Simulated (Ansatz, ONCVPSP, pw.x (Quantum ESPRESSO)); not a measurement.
# What a changed setting does to a pw.x run (bcc Rh)

Potential: optimised norm-conserving Vanderbilt (ONCV), ONCVPSP 4.0.1.1 (patched build), PBE; core [Ar] 3d10, reference 4s2 4p6 4d7 5s2; waves: 4s+5s: rc 1.85 bohr, ncon 3, nbas 8, qcut 5.2 1/bohr, 2 projectors; 4p: rc 1.45 bohr, ncon 3, nbas 6, qcut 7.5 1/bohr, 1 projector; 4d: rc 2.20 bohr, ncon 4, nbas 9, qcut 8.2 1/bohr, 2 projectors, debl 3.2 Ha; local part: polynomial inside 1.30 bohr (lpopt 5, dvloc0 2 Ha); core correction: Teter function, fcfact 2.75, rcfact 1.1.

The reference run (k-mesh 15³, cutoffs 60/240 Ry, Fermi–Dirac 0.01 Ry, mixing_beta 0.4, conv_thr 1e-9, no spin) gives 1.26 GPa at 14.536 Å³/atom, where all-electron LAPW gives -0.18 GPa. This run, with its own iteration cap, changes smearing to gauss.

```
&control
  calculation='scf', prefix='x', pseudo_dir='./', outdir='./tmp', tstress=.true., disk_io='none'
/
&system
  ibrav=0, nat=1, ntyp=1, ecutwfc=60, ecutrho=240, nbnd=17,
  occupations='smearing', smearing='gauss', degauss=0.01
/
&electrons
  conv_thr=1e-09, mixing_beta=0.4, electron_maxstep=50
/
ATOMIC_SPECIES
Rh 1.0 Rh.UPF
CELL_PARAMETERS angstrom
  -1.53742867 1.53742867 1.53742867
  1.53742867 -1.53742867 1.53742867
  1.53742867 1.53742867 -1.53742867
ATOMIC_POSITIONS crystal
Rh 0.0000 0.0000 0.0000
K_POINTS automatic
15 15 15 0 0 0
```

```bash
pw.x < Rh.scf.in > Rh.scf.out
```

Task: How does the run end?

Result: It converges in 7 iterations; the free energy moves by +60.0 meV/atom and the pressure by -0.84 GPa. Gaussian smearing of the same width is narrower in effect than Fermi–Dirac, so its quadratic term in F is smaller.

```
Message from routine setup:
     using ibrav=0 with symmetry is DISCOURAGED, use correct ibrav instead
     lattice parameter (alat)  =       5.0322  a.u.
     unit-cell volume          =      98.0938 (a.u.)^3
     number of electrons       =        17.00
     number of Kohn-Sham states=           17
     kinetic-energy cutoff     =      60.0000  Ry
     charge density cutoff     =     240.0000  Ry
     scf convergence threshold =      1.0E-09
     Exchange-correlation= PBE
     number of k points=   120  Gaussian smearing, width (Ry)=  0.0100
     iteration #  1     ecut=    60.00 Ry     beta= 0.40
     total energy              =    -224.73803695 Ry
     estimated scf accuracy    <       0.00237852 Ry
     iteration #  2     ecut=    60.00 Ry     beta= 0.40
     total energy              =    -224.73790015 Ry
     estimated scf accuracy    <       0.00069761 Ry
     iteration #  3     ecut=    60.00 Ry     beta= 0.40
     total energy              =    -224.73793512 Ry
     estimated scf accuracy    <       0.00001016 Ry
     iteration #  4     ecut=    60.00 Ry     beta= 0.40
     total energy              =    -224.73793634 Ry
     estimated scf accuracy    <       0.00000125 Ry
     iteration #  5     ecut=    60.00 Ry     beta= 0.40
     total energy              =    -224.73793641 Ry
     estimated scf accuracy    <       0.00000002 Ry
     iteration #  6     ecut=    60.00 Ry     beta= 0.40
     total energy              =    -224.73793642 Ry
     estimated scf accuracy    <          2.4E-09 Ry
     iteration #  7     ecut=    60.00 Ry     beta= 0.40
     the Fermi energy is    20.8883 ev
!    total energy              =    -224.73793642 Ry
     estimated scf accuracy    <          1.6E-11 Ry
     smearing contrib. (-TS)   =      -0.00178260 Ry
     The total energy is F=E-TS. E is the sum of the following terms:
     one-electron contribution =     -57.68652668 Ry
     hartree contribution      =      40.12148550 Ry
     xc contribution           =     -26.16888486 Ry
     ewald contribution        =    -181.00222778 Ry
     convergence has been achieved in   7 iterations
          total   stress  (Ry/bohr**3)                   (kbar)     P=        4.23
     Message from routine punch:
     Nothing written, as per user request (disk_io='none')
```

The run took about 11 s on one core of a shared host (Neoverse-V2, 48 threads, 185 GiB, load 23).
